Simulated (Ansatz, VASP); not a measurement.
Two plane-wave programs on Ti

```xyz
3
Lattice="2.7798 0.0000 0.0000 -0.9266 2.6208 0.0000 0.0000 0.0000 18.5394" Properties=species:S:1:pos:R:3 pbc="T T T"
Ti    0.9266    1.3104    7.0000
Ti    0.0000    0.0000    9.1435
Ti    0.9266    1.3104   11.2757
```

Alike in both runs: functional PBEsol; k mesh 11 × 11 × 1; occupations gaussian, width 0.1 eV; no spin polarisation.

Ansatz relaxed the structure, and its values are those at the end. VASP's run is a single point on that final structure, the one shown.

|  | VASP | Ansatz |
| --- | --- | --- |
| version | VASP 6.6.1 | Ansatz 0.2.0 |
| potentials or method | VASP PAW PBE potentials, release 64 (Ti_sv) | scalar-relativistic, plane waves, PAW |
| plane-wave cutoff (eV) | 520 | 420 |
| valence electrons in the cell | 36 | 36 |

VASP gave:

| Item | Value |
| --- | --- |
| gap on the k mesh at the Fermi level (eV) | none |
| rms of the force components (eV/Å) | 0.015 |

Task: Estimate Ansatz's values.

Result: gap on the k mesh at the Fermi level (eV): none; rms of the force components (eV/Å): 0.012.

A gap of «none» marks a metal or a gap that the smearing closes. Ansatz warned: «pseudo_functional_mismatch».

Caveats: the PAW data sets were made with another functional, which shifts forces and pressure a little (VASP).
